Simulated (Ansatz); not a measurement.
# Ni: one cell, many SCF starts, part 2 of 2

Aim: see which self-consistent states Ni reaches from different starts at one fixed geometry, and which of them is lowest. We look at Ni: its deposited structure (space group Fm-3m, primitive cell doubled), with 2 atoms per cell. Source: COD entry 4320498.

Ansatz 0.2.0; DFT r2SCAN, PAW, plane waves, scalar-relativistic. Earlier steps stand in the parts before.

### 6 Parallel moments scaled by 0.03, plain SCF

File input.yaml:

```yaml
crystal:
  lattice:
    - [-1.76668, -1.76668, -3.53336]
    - [1.76668, -1.76668, 0.0]
    - [-1.76668, -1.76668, 0.0]
  atoms:
    - { symbol: Ni, position: [0.0, 0.0, 0.0], spin: 0.06 }
    - { symbol: Ni, position: [0.5, 0.5, 0.0], spin: 0.06 }
magnetization:
  spin_polarized: true
hamiltonian:
  xc: r2scan
  pseudopotentials: { kind: paw }
basis:
  ecutwfc: 500
kpoints:
  mp_grid: { grid: [8, 11, 13] }
scf:
  occupations: { method: fermi_dirac, width: 0.05 }
  lower_state_search: "off"
output:
  forces: true
  stress: true
```

Launch:

```bash
$ ansatz run input.yaml --threads 2 --pin off --max-ram 5120MiB --backend cpu --events-out ev --progress --plain --runs-dir out
```

The log of the run (excerpt; [...] marks lines left out):

```text
[... 12 lines as in an earlier run ...]
Bands: 23, of which v1, the nominal top of the filled ones, is band 18 counted from 1 (17 counted from 0)
[... 7 lines as in an earlier run ...]
Starting moments: Σ|m| = 0.12 μB on 2 of 2 sites
[... 2 lines as in an earlier run ...]
[...]
SCF iter   1: F=-11690.161920 eV  HF=-11690.147111 eV  |F-HF|=1.48e-2  |Δ(HF+E_count)|=         —  Δρ=4.23e-2 (↑4.23e-2 ↓1.82e-2)  dr2=3.69e-1  dr2_τ=1.34e-2  dr2_m=3.95e-2  M=0.273 μB ∫|m|=0.277 μB  β_m=1.00  ethr=1.03e-3  ⟨swp⟩=1.0  Hψ=80557  notcnv=0
[...]
spin-set hold released at iteration 7 (site moments contracting): the magnetisation degrees of freedom join the quasi-Newton model from the next iteration; the mixer history was flushed
[...]
SCF iter  21: F=-11690.555394 eV  HF=-11690.555394 eV  |F-HF|=3.15e-8  |Δ(HF+E_count)|=   4.23e-7  Δρ=6.48e-6 (↑5.02e-6 ↓6.48e-6)  dr2=7.53e-9  dr2_τ=6.89e-11  dr2_m=2.14e-10  M=1.525 μB ∫|m|=1.877 μB  ethr=9.41e-11  ⟨swp⟩=4.9  Hψ=56875  notcnv=0
[...]
[... 1 line as in an earlier run ...]
SCF converged after 21 iterations
Magnetization: 1.5245 μB (18.7623 up, 17.2377 down)
Absolute magnetization: 1.8792 μB (∫|ρ↑−ρ↓|, with the PAW one-centre terms)
Spin contamination: 0.0455 ħ² per cell (⟨S²⟩ above its minimum at these occupations)
Per-site moments (μB) at R_I (Å): [(0.832000362698864, 1.0306159117539861), (0.832000362698864, 1.0306159117539861)]
Free energy (F): -11690.555394 eV
[...]
E sigma→0 (E₀):  -11690.544425 eV
Entropy (-TS):   -0.021937 eV (-10.969 meV/atom)
Fermi energy:    17.825555 eV
[... 26 lines left out: energy terms, forces, stress ...]
```

Run time: 55 s. Hardware: 2 threads of Arm Neoverse V1, shared host; peak memory 0.59 GiB.

Nothing new: the 21 iterations lead to the state found in step 2 (ferromagnetic).

### 7 Moments ++ scaled by 1.4, plain SCF

input.yaml: that of step 6 with these lines changed.

```diff
@@ -6,4 +6,4 @@
   atoms:
-    - { symbol: Ni, position: [0.0, 0.0, 0.0], spin: 0.06 }
-    - { symbol: Ni, position: [0.5, 0.5, 0.0], spin: 0.06 }
+    - { symbol: Ni, position: [0.0, 0.0, 0.0], spin: 2.8 }
+    - { symbol: Ni, position: [0.5, 0.5, 0.0], spin: 2.8 }
 magnetization:
```

Launch:

```bash
$ ansatz run input.yaml --threads 2 --pin off --max-ram 5120MiB --backend cpu --events-out ev --progress --plain --runs-dir out
```

The log of the run (excerpt; [...] marks lines left out):

```text
[... 12 lines as in an earlier run ...]
Bands: 25, of which v1, the nominal top of the filled ones, is band 18 counted from 1 (17 counted from 0)
[... 7 lines as in an earlier run ...]
Starting moments: Σ|m| = 5.6 μB on 2 of 2 sites
[... 2 lines as in an earlier run ...]
[...]
SCF iter   1: F=-11690.094585 eV  HF=-11688.465476 eV  |F-HF|=1.63e0  |Δ(HF+E_count)|=         —  Δρ=1.77e-1 (↑1.73e-1 ↓1.77e-1)  dr2=1.45e-2  dr2_τ=7.83e-2  dr2_m=6.17e0  M=2.440 μB ∫|m|=2.645 μB  β_m=0.30  ethr=4.04e-5  ⟨swp⟩=2.0  Hψ=97599  notcnv=0
[...]
spin-set hold released at iteration 23 (site moments' squared step at or under half its running peak, from the soft ceiling on): the magnetisation degrees of freedom join the quasi-Newton model from the next iteration; the mixer history was flushed
[...]
SCF iter  34: F=-11690.555394 eV  HF=-11690.555394 eV  |F-HF|=1.22e-7  |Δ(HF+E_count)|=   5.64e-7  Δρ=8.42e-6 (↑8.42e-6 ↓8.25e-6)  dr2=8.54e-9  dr2_τ=1.08e-10  dr2_m=4.69e-9  M=1.524 μB ∫|m|=1.876 μB  ethr=2.35e-10  ⟨swp⟩=4.6  Hψ=54685  notcnv=0
[...]
[... 1 line as in an earlier run ...]
SCF converged after 34 iterations
Magnetization: 1.5242 μB (18.7621 up, 17.2379 down)
Absolute magnetization: 1.8787 μB (∫|ρ↑−ρ↓|, with the PAW one-centre terms)
Spin contamination: 0.0455 ħ² per cell (⟨S²⟩ above its minimum at these occupations)
Per-site moments (μB) at R_I (Å): [(0.83180459300254, 1.0306159117539861), (0.83180459300254, 1.0306159117539861)]
Free energy (F): -11690.555394 eV
[...]
E sigma→0 (E₀):  -11690.544423 eV
Entropy (-TS):   -0.021942 eV (-10.971 meV/atom)
Fermi energy:    17.825293 eV
[... 26 lines left out: energy terms, forces, stress ...]
```

It took 71 s on 2 threads of Arm Neoverse V1, shared host; peak memory 0.6 GiB.

This is the state of step 2 again (ferromagnetic), after 34 iterations.

### 8 A moment on one site alone, plain SCF

input.yaml: that of step 7 with these lines changed.

```diff
@@ -6,4 +6,4 @@
   atoms:
-    - { symbol: Ni, position: [0.0, 0.0, 0.0], spin: 2.8 }
-    - { symbol: Ni, position: [0.5, 0.5, 0.0], spin: 2.8 }
+    - { symbol: Ni, position: [0.0, 0.0, 0.0], spin: 2.0 }
+    - { symbol: Ni, position: [0.5, 0.5, 0.0] }
 magnetization:
```

Launch:

```bash
$ ansatz run input.yaml --threads 2 --pin off --max-ram 5120MiB --backend cpu --events-out ev --progress --plain --runs-dir out
```

The log of the run (excerpt; [...] marks lines left out):

```text
[... 20 lines as in an earlier run ...]
Starting moments: Σ|m| = 2 μB on 1 of 2 sites
[... 2 lines as in an earlier run ...]
SCF iter   1: F=-11686.714571 eV  HF=-11690.138516 eV  |F-HF|=3.42e0  |Δ(HF+E_count)|=         —  Δρ=1.09e-1 (↑1.09e-1 ↓4.31e-2)  dr2=4.08e0  dr2_τ=2.14e-2  dr2_m=3.10e-1  M=1.600 μB ∫|m|=1.740 μB  β_m=0.30  ethr=3.10e-3  ⟨swp⟩=5.4  Hψ=58462  notcnv=0
[...]
spin-set hold released at iteration 5 (the charge has settled, or the pull on large starting moments outlasts its swing): the magnetisation degrees of freedom join the quasi-Newton model from the next iteration; the mixer history was flushed
[...]
SCF iter  21: F=-11690.555394 eV  HF=-11690.555394 eV  |F-HF|=1.61e-8  |Δ(HF+E_count)|=   2.30e-7  Δρ=7.21e-6 (↑4.35e-6 ↓7.21e-6)  dr2=1.57e-8  dr2_τ=5.16e-11  dr2_m=7.14e-10  M=1.524 μB ∫|m|=1.877 μB  ethr=4.53e-11  ⟨swp⟩=4.9  Hψ=57046  notcnv=0
[...]
[... 1 line as in an earlier run ...]
SCF converged after 21 iterations
Magnetization: 1.5245 μB (18.7622 up, 17.2378 down)
Absolute magnetization: 1.8791 μB (∫|ρ↑−ρ↓|, with the PAW one-centre terms)
Spin contamination: 0.0455 ħ² per cell (⟨S²⟩ above its minimum at these occupations)
Per-site moments (μB) at R_I (Å): [(0.8320115847812184, 1.0306159117539861), (0.8319189052405348, 1.0306159117539861)]
Free energy (F): -11690.555394 eV
[...]
E sigma→0 (E₀):  -11690.544424 eV
Entropy (-TS):   -0.021939 eV (-10.969 meV/atom)
Fermi energy:    17.825502 eV
[... 26 lines left out: energy terms, forces, stress ...]
```

Wall time 52 s (2 threads of Arm Neoverse V1, shared host); peak memory 0.6 GiB.

This is the state of step 2 again (ferromagnetic), after 21 iterations.

### 9 Parallel moments, Broyden mixing, no switch to direct minimisation

input.yaml: that of step 8 with these lines changed.

```diff
@@ -7,3 +7,3 @@
     - { symbol: Ni, position: [0.0, 0.0, 0.0], spin: 2.0 }
-    - { symbol: Ni, position: [0.5, 0.5, 0.0] }
+    - { symbol: Ni, position: [0.5, 0.5, 0.0], spin: 2.0 }
 magnetization:
@@ -20,2 +20,4 @@
   lower_state_search: "off"
+  algorithm: density_mixing
+  mixing: { algorithm: broyden, beta: 0.3 }
 output:
```

Launch:

```bash
$ ansatz run input.yaml --threads 2 --pin off --max-ram 5120MiB --backend cpu --events-out ev --progress --plain --runs-dir out
```

The log of the run (excerpt; [...] marks lines left out):

```text
[... 20 lines as in an earlier run ...]
Starting moments: Σ|m| = 4 μB on 2 of 2 sites
[... 3 lines as in an earlier run ...]
SCF iter   1: F=-11690.374164 eV  HF=-11689.737475 eV  |F-HF|=6.37e-1  |Δ(HF+E_count)|=         —  Δρ=1.13e-1 (↑9.15e-2 ↓1.13e-1)  dr2=6.31e-2  dr2_τ=3.45e-2  dr2_m=2.10e0  M=2.038 μB ∫|m|=2.334 μB  β_m=0.61  ethr=1.76e-4  ⟨swp⟩=1.6  Hψ=84657  notcnv=0
[...]
[... 1 line as in an earlier run ...]
[...]
SCF iter  15: F=-11690.555394 eV  HF=-11690.555394 eV  |F-HF|=1.89e-7  |Δ(HF+E_count)|=   1.03e-7  Δρ=4.04e-6 (↑3.22e-6 ↓4.04e-6)  dr2=1.37e-9  dr2_τ=3.22e-11  dr2_m=6.80e-10  M=1.525 μB ∫|m|=1.877 μB  ethr=9.73e-11  ⟨swp⟩=4.4  Hψ=53141  notcnv=0
[...]
[... 1 line as in an earlier run ...]
SCF converged after 15 iterations
Magnetization: 1.5247 μB (18.7624 up, 17.2376 down)
Absolute magnetization: 1.8794 μB (∫|ρ↑−ρ↓|, with the PAW one-centre terms)
Spin contamination: 0.0456 ħ² per cell (⟨S²⟩ above its minimum at these occupations)
Per-site moments (μB) at R_I (Å): [(0.8320966552123469, 1.0306159117539861), (0.8320966552123469, 1.0306159117539861)]
Free energy (F): -11690.555394 eV
[...]
E sigma→0 (E₀):  -11690.544426 eV
Entropy (-TS):   -0.021935 eV (-10.968 meV/atom)
Fermi energy:    17.825612 eV
[... 26 lines left out: energy terms, forces, stress ...]
```

Run time: 41 s. Hardware: 2 threads of Arm Neoverse V1, shared host; peak memory 0.6 GiB.

This is the state of step 2 again (ferromagnetic), after 15 iterations.

### 10 Parallel moments, spin not held back in the first iterations, no switch to direct minimisation

input.yaml: that of step 9 with these lines changed.

```diff
@@ -21,3 +21,3 @@
   algorithm: density_mixing
-  mixing: { algorithm: broyden, beta: 0.3 }
+  mixing: { spin_hold: "off" }
 output:
```

Launch:

```bash
$ ansatz run input.yaml --threads 2 --pin off --max-ram 5120MiB --backend cpu --events-out ev --progress --plain --runs-dir out
```

The log of the run (excerpt; [...] marks lines left out):

```text
[... 20 lines as in an earlier run ...]
Starting moments: Σ|m| = 4 μB on 2 of 2 sites
[... 2 lines as in an earlier run ...]
[...]
SCF iter   1: F=-11690.368832 eV  HF=-11689.609670 eV  |F-HF|=7.59e-1  |Δ(HF+E_count)|=         —  Δρ=1.12e-1 (↑8.78e-2 ↓1.12e-1)  dr2=7.82e-2  dr2_τ=3.78e-2  dr2_m=2.00e0  M=2.033 μB ∫|m|=2.219 μB  β_m=0.61  ethr=2.18e-4  ⟨swp⟩=1.5  Hψ=84405  notcnv=0
[...]
SCF iter  16: F=-11690.555394 eV  HF=-11690.555394 eV  |F-HF|=4.77e-8  |Δ(HF+E_count)|=   2.80e-7  Δρ=5.19e-6 (↑5.19e-6 ↓2.83e-6)  dr2=1.19e-9  dr2_τ=1.18e-11  dr2_m=2.77e-9  M=1.525 μB ∫|m|=1.877 μB  ethr=3.36e-12  ⟨swp⟩=4.1  Hψ=50373  notcnv=0
[...]
[... 1 line as in an earlier run ...]
SCF converged after 16 iterations
Magnetization: 1.5246 μB (18.7623 up, 17.2377 down)
Absolute magnetization: 1.8793 μB (∫|ρ↑−ρ↓|, with the PAW one-centre terms)
Spin contamination: 0.0455 ħ² per cell (⟨S²⟩ above its minimum at these occupations)
Per-site moments (μB) at R_I (Å): [(0.8320527453319715, 1.0306159117539861), (0.8320527453319715, 1.0306159117539861)]
Free energy (F): -11690.555394 eV
[...]
E sigma→0 (E₀):  -11690.544426 eV
Entropy (-TS):   -0.021937 eV (-10.968 meV/atom)
Fermi energy:    17.825596 eV
[... 26 lines left out: energy terms, forces, stress ...]
```

It took 44 s on 2 threads of Arm Neoverse V1, shared host; peak memory 0.6 GiB.

Nothing new: the 16 iterations lead to the state found in step 2 (ferromagnetic).

### 11 Comparing the starts

| step | iterations | state | moments of Ni1 Ni2 (μB) | total (μB) | gap (eV) | pressure (GPa) | above lowest (meV/atom) |
| --- | --- | --- | --- | --- | --- | --- | --- |
| 2 | 15 | 1 | 0.83 0.83 | 1.52 | none | -9.1 | 0.0 |
| 3 | 40 | 2 | 0.31 -0.31 | 0.00 | none | -10.6 | 113 |
| 4 | 9 | 3 | 0.00 0.00 | 0.00 | none | -11.8 | 125 |
| 5 | 11 | 1 | 0.83 0.83 | 1.52 | none | -9.1 | 0.0 |
| 6 | 21 | 1 | 0.83 0.83 | 1.52 | none | -9.1 | 0.0 |
| 7 | 34 | 1 | 0.83 0.83 | 1.52 | none | -9.1 | 0.0 |
| 8 | 21 | 1 | 0.83 0.83 | 1.52 | none | -9.1 | 0.0 |
| 9 | 15 | 1 | 0.83 0.83 | 1.52 | none | -9.1 | 0.0 |
| 10 | 16 | 1 | 0.83 0.83 | 1.52 | none | -9.1 | 0.0 |

States are numbered from the lowest. Starts by step: 2 parallel moments, plain SCF; 3 opposed moments +-, plain SCF; 4 no spin polarisation; 5 spin on, no moments given (the program may seed its own), plain SCF; 6 parallel moments scaled by 0.03, plain SCF; 7 moments ++ scaled by 1.4, plain SCF; 8 a moment on one site alone, plain SCF; 9 parallel moments, Broyden mixing, no switch to direct minimisation; 10 parallel moments, spin not held back in the first iterations, no switch to direct minimisation.

The 9 runs of this session took 8.2 min in all, from 12 s to 2.5 min each.

Decimal logarithm of the largest residual (eV) by iteration, counted through all cycles of a run (7 of the 9 runs):

| iteration | step 2 | step 3 | step 4 | step 5 | step 6 | step 7 | step 10 |
| --- | --- | --- | --- | --- | --- | --- | --- |
| 1 | 0.3 | 0.5 | -1.2 | 0.8 | -0.4 | 0.8 | 0.3 |
| 2 | -0.3 | 0.3 | -2.1 | -0.7 | -1.0 | 0.6 | -0.4 |
| 3 | -2.1 | -0.8 | -2.5 | -1.0 | -1.2 | 0.4 | -2.2 |
| 4 | -1.9 | -1.3 | -2.4 | -1.3 | -1.0 | 0.2 | -1.9 |
| 5 | -2.2 | -2.2 | -3.6 | -1.3 | -1.2 | 0.0 | -2.2 |
| 8 | -4.3 | -4.1 | -6.8 | -4.6 | -2.5 | -0.4 | -4.3 |
| 12 | -6.1 | -5.4 | - | - | -3.1 | -0.3 | -6.1 |
| 15 | -8.9 | -5.4 | - | - | -5.0 | -0.3 | -8.6 |
| 19 | - | -5.4 | - | - | -6.6 | -0.2 | - |
| 22 | - | -5.3 | - | - | - | -1.2 | - |
| 26 | - | -5.7 | - | - | - | -2.3 | - |
| 29 | - | -5.5 | - | - | - | -5.9 | - |
| 33 | - | -5.6 | - | - | - | -7.1 | - |
| 36 | - | -7.3 | - | - | - | - | - |
| 40 | - | -11.0 | - | - | - | - | - |

### 12 Summary of results

This closing draws on all 2 parts.

| quantity | value |
| --- | --- |
| distinct states | 3 from 9 converged runs |
| lowest state from plain starts | ferromagnetic |
| its moments | Ni1 0.83, Ni2 0.83 μB |
| total moment | 1.52 μB per cell |
| gap on the k-mesh | none |
| pressure | -9.1 GPa |
| largest force | 0.000 eV/Å |
| next state | antiferromagnetic, 113 meV/atom higher |
| highest state | non-magnetic (no spin polarisation), 125 meV/atom higher |

What this shows: The 9 converged runs end in 3 distinct states. Switching spin polarisation off costs 125 meV/atom in free energy, smearing entropy included. The best antiferromagnetic state lies 113 meV/atom above the best ferromagnetic one. The search isn't exhaustive: larger magnetic cells and non-collinear orders weren't tried. The mesh has less symmetry than the lattice, which lowers the symmetry of the run.
